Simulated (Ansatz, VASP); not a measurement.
## Ir in VASP and in Ansatz

```
Ir
1.0
     2.75138    0.00000    0.00000
    -1.37569    2.38276    0.00000
     0.00000    0.00000    4.46229
Ir
2
Direct
  0.33333 0.66667 0.25000
  0.66667 0.33333 0.75000
```

This isn't the form of Ir at room conditions, which is fcc.

Alike in both runs: task band structure; functional r2SCAN; k mesh 11 × 11 × 6; occupations fermi-dirac, width 0.05 eV; no spin polarisation.

```csv
,VASP,Ansatz
version,VASP 6.6.1,Ansatz 0.2.0
potentials or method,"VASP PAW PBE potentials, release 64 (Ir)",Ansatz PAW
plane-wave cutoff (eV),520,500
valence electrons in the cell,18,34
```

VASP gave:

* gap on the k mesh at the Fermi level (eV): none
* pressure (GPa): -6.5
* largest component of the traceless stress (GPa): 0.27

What did Ansatz give for the same quantities?

gap on the k mesh at the Fermi level (eV): none; pressure (GPa): -8.7; largest component of the traceless stress (GPa): 0.39.

A gap of «none» marks a metal or a gap that the smearing closes. The two sets of potentials don't hold the same shells in valence.

Caveats: spin-orbit coupling is left out, which moves the levels of the heavy elements; the PAW data sets were made with another functional, which shifts forces and pressure a little (VASP); the PAW data sets come from PBE, with cores solved anew for the run's functional, which leaves a small shift of forces and pressure (Ansatz).
